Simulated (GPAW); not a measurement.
C in GPAW: convergence with basis set

The system is C.

```
CELL_PARAMETERS angstrom
1.22805 -2.12706 0.00000
1.22805 2.12706 0.00000
0.00000 0.00000 7.17327
ATOMIC_POSITIONS crystal
C 0.91662 0.08338 0.75314
C 0.41662 0.58338 0.24686
C 0.08338 0.91662 0.24686
C 0.58338 0.41662 0.75314
```

This is a stacking variant of graphite.

| Quantity | Value |
| --- | --- |
| Program | GPAW 26.7.0 |
| Task | convergence study |
| Functional | PBE |
| Potentials or basis | GPAW PAW data sets (gpaw-data 1.2.1) |
| Basis | lcao:sz(dzp) |
| Grid spacing | 0.16 Å |
| k mesh | 8 × 8 × 3 |
| Occupations | fermi-dirac, width 0.05 eV |
| Spin | no spin polarisation |

These are the settings of the first run; the series varies basis set, with any setting tied to it.

Hardware: 1 thread of Arm Neoverse V2, with other jobs on the host.

```tsv
basis set	energy less the tightest run, at zero smearing (meV/atom)	largest force (eV/Å)	gap on the mesh (eV)	SCF cycles	CPU time (s)	peak memory (GiB)
lcao:sz(dzp)	1556.16	0.043	1.630	7	22	0.13
lcao:szp(dzp)	1089.08	0.035	1.463	8	83	0.16
lcao:dz(dzp)	432.67	0.051	1.590	8	32	0.15
lcao:dzp	244.19	0.050	1.414	9	110	0.17
fd	1.05	0.073	1.368	12	40	0.26
pw	0.00	0.047	1.368	9	30	0.19
```

Against the tightest run, the gap on the mesh stays within 0.01 eV from fd on. Not settled before the last step: the energy (to 1 meV/atom), the largest force (to 0.005 eV/Å). The tightest run that finished is the yardstick and may itself not be fully converged.

Caveat, for the tightest run too: the k mesh is coarse; an odd mesh through Γ misses points on the zone boundary, where band edges often lie.
